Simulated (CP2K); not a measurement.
Runs of CP2K 2026.2 on TiO2. The typed cell holds 9 atoms: a = 5.291 Å, b = 5.291 Å, c = 6.133 Å, α = 90.00°, β = 90.00°, γ = 120.00°. The cell comes from a database or a generator and needn't be the stable form of this composition.

```csv
level,gap on the mesh (eV),pressure (GPa),largest force (eV/Å)
RPBE,(b),22.8,(a)
HLE17,3.03,6.8,37.54
PBEsol,3.17,17.9,41.46
LDA,3.14,15.6,41.66
HLE16,2.71,0.2,33.43
```

Alike in all rows: task single point; potentials or basis POTENTIAL_UZH Ti GTH-PBE-q12, O GTH-PBE-q6; DZVP-MOLOPT-PBE-GTH basis; no spin polarisation; cell all atoms moved at random; k mesh 5 × 5 × 4; smearing fermi-dirac 0.05 eV.

Task: Fill in the values left out.

Result: (a) 41.34; (b) 3.18.

Caveats: the potentials were made for another functional, which shifts forces and pressure; an odd mesh through Γ misses points on the zone boundary, where band edges often lie; the basis of atomic orbitals isn't converged, which shifts pressures, moduli and gaps; the potentials were made for a functional far from this one (some runs).

Runs at the PBE level aren't shown here.
